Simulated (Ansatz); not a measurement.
System: Ga (fcc type), 1 atom in the cell.

Theory: PBE with spin–orbit coupling, plane waves, norm-conserving pseudopotentials (Ansatz 0.2.0 development build).

Cutoff 1089 eV; k-mesh 4×4×4 Γ-centred; Fermi–Dirac smearing of 0.15 eV.

```yaml
crystal:
  lattice:
    - [0.00000, 2.11790, 2.11790]
    - [2.11790, 0.00000, 2.11790]
    - [2.11790, 2.11790, 0.00000]
  atoms:
    - { symbol: Ga, position: [0.00000, 0.00000, 0.00000] }
```
Lattice in Å, positions in fractions of it.

(1) Would the cell expand or shrink if it were free to relax?

Answers

(1) The pressure is 4.96 GPa, so at these settings the cell is compressed and would expand.

The stress includes the program's correction for the finite plane-wave basis.

The k-mesh is coarse, so these values belong to this mesh and can lie far from the converged ones. This cubic structure is a model: it isn't the usual form of the substance at ambient conditions, and such phases are metastable or hypothetical.
